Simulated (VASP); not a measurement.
# InSe in VASP: relaxation of cell and atoms with PBE+D3(BJ)

Aim: the relaxation of cell and atoms of InSe with PBE+D3(BJ).

Everything below comes from runs of VASP 6.6.1. Logs are shortened: lines on timing, memory, paths and dates and some standing lists are left out, and cuts for length are marked.

### 1 Starting point

The cell holds a slab with vacuum, 12 atoms: a = 4.033 Å, b = 4.033 Å, c = 40.238 Å, α = 90.00°, β = 90.00°, γ = 120.00°.

### 2 Relaxation of cell and atoms, PBE+D3(BJ)

INCAR reads:

```
ALGO = Normal
EDIFF = 1E-7
EDIFFG = -0.005
ENCUT = 600
GGA = PE
IBRION = 2
ISIF = 3
ISMEAR = 0
IVDW = 12
LASPH = True
LATTICE_CONSTRAINTS = .TRUE. .TRUE. .FALSE.
LCHARG = False
LREAL = False
LUSENCCL = False
LWAVE = False
NELM = 80
NSW = 90
PREC = Accurate
SIGMA = 0.03
```

KPOINTS reads:

```
k-points
0
Gamma
  9 9 1
```

POSCAR reads:

```
InSe                                    
1.0
    4.0334893775      0.0000000000      0.0000000000
   -2.0167446888      3.4931042718      0.0000000000
    0.0000000000      0.0000000000     40.2377120000
  Se              In            
     6     6
Direct
     0.0000000000000000    0.0000000000000000    0.2260535889689225
     0.0000000000000000    0.0000000000000000    0.3597643270168520
     0.6666666699999979    0.3333333300000021    0.4333247588962373
     0.6666666699999979    0.3333333300000021    0.5666982498427411
     0.3333333300000021    0.6666666699999979    0.6402049799828581
     0.3333333300000021    0.6666666699999979    0.7738782937818499
     0.6666666699999979    0.3333333300000021    0.2581997623768408
     0.6666666699999979    0.3333333300000021    0.3276898739048603
     0.3333333300000021    0.6666666699999979    0.4652906681540682
     0.3333333300000021    0.6666666699999979    0.5346839589608969
     0.0000000000000000    0.0000000000000000    0.6722347286843848
     0.0000000000000000    0.0000000000000000    0.7417251094294883
```

Potentials or basis: VASP PAW PBE potentials, release 64 (Se, In_d).

Run with:

```sh
cat potpaw_PBE.64/Se/POTCAR potpaw_PBE.64/In_d/POTCAR > POTCAR
mpirun -np 1 vasp_std > vasp.out
```

OUTCAR:

```text
EDIFF = 1E-7
   EDIFFG = -0.005
   ENCUT = 600
   GGA = PE
   IBRION = 2
   ISIF = 3
   ISMEAR = 0
   IVDW = 12
   LASPH = True
   LREAL = False
   NELM = 80
   NSW = 90
   PREC = Accurate
 IVDW          = 12

 ion  position               nearest neighbor table
   1  0.000  0.000  0.226-   7 2.66   7 2.66   7 2.66
   2  0.000  0.000  0.360-   8 2.66   8 2.66   8 2.66
   3  0.667  0.333  0.433-   9 2.66   9 2.66   9 2.66
   4  0.667  0.333  0.567-  10 2.66  10 2.66  10 2.66
   5  0.333  0.667  0.640-  11 2.66  11 2.66  11 2.66
   6  0.333  0.667  0.774-  12 2.66  12 2.66  12 2.66
   7  0.667  0.333  0.258-   1 2.66   1 2.66   1 2.66   8 2.80
   8  0.667  0.333  0.328-   2 2.66   2 2.66   2 2.66   7 2.80
   9  0.333  0.667  0.465-   3 2.66   3 2.66   3 2.66  10 2.79
  10  0.333  0.667  0.535-   4 2.66   4 2.66   4 2.66   9 2.79
  11  0.000  0.000  0.672-   5 2.66   5 2.66   5 2.66  12 2.80
  12  0.000  0.000  0.742-   6 2.66   6 2.66   6 2.66  11 2.80

  LATTYP: Found a hexagonal cell.
 ALAT       =     4.0334893775
 C/A-ratio  =     9.9759062772

  Lattice vectors:

 A1 = (   4.0334893775,   0.0000000000,   0.0000000000)
 A2 = (  -2.0167446888,   3.4931042718,   0.0000000000)
 A3 = (   0.0000000000,   0.0000000000,  40.2377120000)

Analysis of symmetry for initial positions (statically):
=====================================================================
 Subroutine PRICEL returns:
 Original cell was already a primitive cell.

 Routine SETGRP: Setting up the symmetry group for a
 hexagonal supercell.

 Subroutine GETGRP returns: Found  6 space group operations
 (whereof  6 operations were pure point group operations)
 out of a pool of 24 trial point group operations.

The static configuration has the point symmetry C_3v.

Analysis of symmetry for dynamics (positions and initial velocities):
=====================================================================
 Subroutine PRICEL returns:
 Original cell was already a primitive cell.

 Routine SETGRP: Setting up the symmetry group for a
 hexagonal supercell.

 Subroutine GETGRP returns: Found  6 space group operations
 (whereof  6 operations were pure point group operations)
 out of a pool of 24 trial point group operations.

The dynamic configuration has the point symmetry C_3v.

 Subroutine INISYM returns: Found  6 space group operations
 (whereof  6 operations are pure point group operations),
 and found     1 'primitive' translations

----------------------------------------------------------------------------------------

                                     Primitive cell

[... 77 lines left out ...]
  0.333333  0.222222  0.000000     12.000000
  0.333333  0.333333  0.000000      2.000000
   k-points           NKPTS =     12   k-points in BZ     NKDIM =     12   number of bands    NBANDS=     68
   number of dos      NEDOS =    301   number of ions     NIONS =     12
   total plane-waves  NPLWV = 331776
   dimension x,y,z NGX =    32 NGY =   32 NGZ =  324
   dimension x,y,z NGXF=    64 NGYF=   64 NGZF=  648
   ions per type =               6   6
   NGX,Y,Z   is equivalent  to a cutoff of  13.19, 13.19, 13.39 a.u.
   NGXF,Y,Z  is equivalent  to a cutoff of  26.38, 26.38, 26.77 a.u.
 SYSTEM =  unknown system
   PREC   = accura    normal or accurate (medium, high low for compatibility)
   ISTART =      0    job   : 0-new  1-cont  2-samecut
   ICHARG =      2    charge: 1-file 2-atom 10-const
   ISPIN  =      1    spin polarized calculation?
   LNONCOLLINEAR =      F non collinear calculations
   LSORBIT =      F    spin-orbit coupling
   LASPH  =      T    aspherical Exc in radial PAW
   ENCUT  =  600.0 eV  44.10 Ry    6.64 a.u.   8.06  8.06 80.36*2*pi/ulx,y,z
   NELM   =     80;   NELMIN=  2; NELMDL= -5     # of ELM steps
   EDIFF  = 0.1E-06   stopping-criterion for ELM
   LREAL  =      F    real-space projection
   EDIFFG = -.5E-02   stopping-criterion for IOM
   NSW    =     90    number of steps for IOM
   IBRION =      2    ionic relax: 0-MD 1-quasi-New 2-CG
   NFREE  =      1    steps in history (QN), initial steepest desc. (CG)
   ISIF   =      3    stress and relaxation
   ISYM   =      2    0-nonsym 1-usesym 2-fastsym
   POTIM  = 0.5000    time-step for ionic-motion
   TEBEG  =    0.0;   TEEND  =   0.0 temperature during run
   PSTRESS=    0.0 pullay stress
   NELECT =     114.0000    total number of electrons
   NUPDOWN=      -1.0000    fix difference up-down
   EMIN   =  10.00;   EMAX   =-10.00  energy-range for DOS
   EFERMI =   0.00;   METHOD = LEGACY
   ISMEAR =     0;   SIGMA  =   0.03  broadening in eV -4-tet -1-fermi 0-gaus
   EFERMI_NEDOS =   21; number of points for ismear=-14 and -15
   IALGO  =     38    algorithm
   IMIX   =      4    mixing-type and parameters
     AMIX     =   0.40;   BMIX     =  1.00
     AMIX_MAG =   1.60;   BMIX_MAG =  1.00
  volume/ion in A,a.u.               =      47.24       318.82
  Fermi-wavevector in a.u.,A,eV,Ry     =   0.959109  1.812453 12.515859  0.919890
  Thomas-Fermi vector in A             =   2.088276
   LORBIT       =      0    0 simple, 1 ext, 2 COOP (PROOUT), +10 PAW based schemes
   GGA     = PE    functional components
   LHFCALC =     F    Hartree Fock is set to
   AEXX    =    0.0000 exact exchange contribution
   IVDW    =    12    specifies the selected vdW correction
   LEPSILON=     F    determine dielectric tensor
   LRPA    =     F    only Hartree local field effects (RPA)
 conjugate gradient relaxation of ions
 non-spin polarized calculation
 Gauss-broadening in eV      SIGMA  =   0.03
  energy-cutoff  :      600.00
  volume of cell :      566.93
 maximum number of plane-waves:     18966
   NGX = 17   NGY = 17   NGZ =161

--------------------------------------- Ionic step        1  -------------------------------------------

 number of electron     113.9999991 magnetization

 Free energy of the ion-electron system (eV)
  ---------------------------------------------------
  ext. energy  EPLUGINS =         0.00000000
  ---------------------------------------------------
  free energy    TOTEN  =       -42.52508695 eV

  energy without entropy =      -42.52508695  energy(sigma->0) =      -42.52508695

------------------------ aborting loop because EDIFF is reached ----------------------------------------

 Edisp (eV)   -3.26970

 E8    (eV) :    -1.5227
[... 241 lines left out ...]
--------------------------------------- Ionic step        6  -------------------------------------------

 number of electron     113.9999990 magnetization

 Free energy of the ion-electron system (eV)
  ---------------------------------------------------
  ext. energy  EPLUGINS =         0.00000000
  ---------------------------------------------------
  free energy    TOTEN  =       -42.52345546 eV

  energy without entropy =      -42.52345546  energy(sigma->0) =      -42.52345546

 E-fermi :   0.4739     XC(G=0):  -5.7885

 val. band max:        0.2863044492   @ k =   0.1111   0.0000   0.0000
 cond. band min:       1.0835651507   @ k =   0.0000   0.0000   0.0000
 fundamental gap:      0.7972607015
 Fermi energy:         0.4738880055

 k-point     1 :       0.0000    0.0000    0.0000
  band No.  band energies     occupation
      1     -14.2593      2.00000
      2     -14.2418      2.00000
      3     -14.2342      2.00000
      4     -14.0734      2.00000
      5     -14.0734      2.00000
      6     -14.0585      2.00000
[... 884 lines left out ...]
  FREE ENERGIE OF THE ION-ELECTRON SYSTEM (eV)
  ---------------------------------------------------
  free  energy   TOTEN  =       -45.7948142680 eV

  energy  without entropy=      -45.7948142680  energy(sigma->0) =      -45.79481427

 reached required accuracy - stopping structural energy minimisation
```

CONTCAR:

```text
InSe
    1.000000000000000
     4.0326446040879143    0.0000000000000121    0.0000000000000000
    -2.0163223020939363    3.4923726765615499    0.0000000000000000
     0.0000000000000000    0.0000000000000000   40.2377120000000019
  Se              In
     6     6
Direct
     1.0000000000000000    1.0000000000000000    0.2260663472338706
     1.0000000000000000    1.0000000000000000    0.3597529513137537
     0.6666666699999979    0.3333333300000021    0.4332960294434843
     0.6666666699999979    0.3333333300000021    0.5667208719731045
     0.3333333300000021    0.6666666699999979    0.6402190606054599
     0.3333333300000021    0.6666666699999979    0.7738617852538318
     0.6666666699999979    0.3333333300000021    0.2582188883571407
     0.6666666699999979    0.3333333300000021    0.3276813029546436
     0.3333333300000021    0.6666666699999979    0.4652822173774495
     0.3333333300000021    0.6666666699999979    0.5346913234327271
     1.0000000000000000    0.0000000000000000    0.6722479718716191
     1.0000000000000000    1.0000000000000000    0.7417095501829223

  0.00000000E+00  0.00000000E+00  0.00000000E+00
  0.00000000E+00  0.00000000E+00  0.00000000E+00
  0.00000000E+00  0.00000000E+00  0.00000000E+00
  0.00000000E+00  0.00000000E+00  0.00000000E+00
  0.00000000E+00  0.00000000E+00  0.00000000E+00
  0.00000000E+00  0.00000000E+00  0.00000000E+00
  0.00000000E+00  0.00000000E+00  0.00000000E+00
  0.00000000E+00  0.00000000E+00  0.00000000E+00
  0.00000000E+00  0.00000000E+00  0.00000000E+00
  0.00000000E+00  0.00000000E+00  0.00000000E+00
  0.00000000E+00  0.00000000E+00  0.00000000E+00
  0.00000000E+00  0.00000000E+00  0.00000000E+00
```

Wall time 15 min (1 × NVIDIA H100 80GB with 1 thread of AMD EPYC 7R13 (Zen 3), shared host); peak memory 1.8 GiB.

Results:

```yaml
Free_energy: -45.7948 eV
Relaxed_volume: 47.22 Å³/atom
Relaxed_cell: a = 4.033 Å, b = 4.033 Å, c = 40.238 Å, α = 90.00°, β = 90.00°, γ = 120.00°
Space_group_after_relaxing_to_0.05_Å: P3m1 (No. 156)
Energy_gained_by_relaxing: 0.0 meV/atom
Ionic_steps: 6
Largest_force_after_relaxing: 0.004 eV/Å
Band_gap_on_the_k_mesh: 0.80 eV, indirect (least direct gap 0.84 eV)
Dispersion_energy_per_atom: -0.273 eV
```

Forces on the atoms (eV/Å):
```
Se   0.000  0.000  0.002
Se   0.000  0.000  0.000
Se   0.000  0.000 -0.004
Se   0.000  0.000  0.004
Se   0.000  0.000  0.001
Se   0.000  0.000 -0.001
In   0.000  0.000  0.000
In   0.000  0.000  0.000
In   0.000  0.000 -0.001
In   0.000  0.000  0.000
In   0.000  0.000  0.001
In   0.000  0.000 -0.001
```

Final structure:
```
Se In
1.0
     4.03264    0.00000    0.00000
    -2.01632    3.49237    0.00000
     0.00000    0.00000   40.23771
Se In
6 6
Direct
  0.00000 0.00000 0.22607
  0.00000 0.00000 0.35975
  0.66667 0.33333 0.43330
  0.66667 0.33333 0.56672
  0.33333 0.66667 0.64022
  0.33333 0.66667 0.77386
  0.66667 0.33333 0.25822
  0.66667 0.33333 0.32768
  0.33333 0.66667 0.46528
  0.33333 0.66667 0.53469
  0.00000 0.00000 0.67225
  0.00000 0.00000 0.74171
```

Levels at points of the mesh, in eV from the valence-band top:
```csv
k point,band 54,band 55,band 56,band 57,band 58,band 59,band 60,band 61
"(0.00, 0.00, 0.00)",-0.86,-0.86,-0.62,-0.05,0.80,1.31,1.77,2.31
```

Caveat: spin-orbit coupling is left out, which moves the levels of the heavy elements.
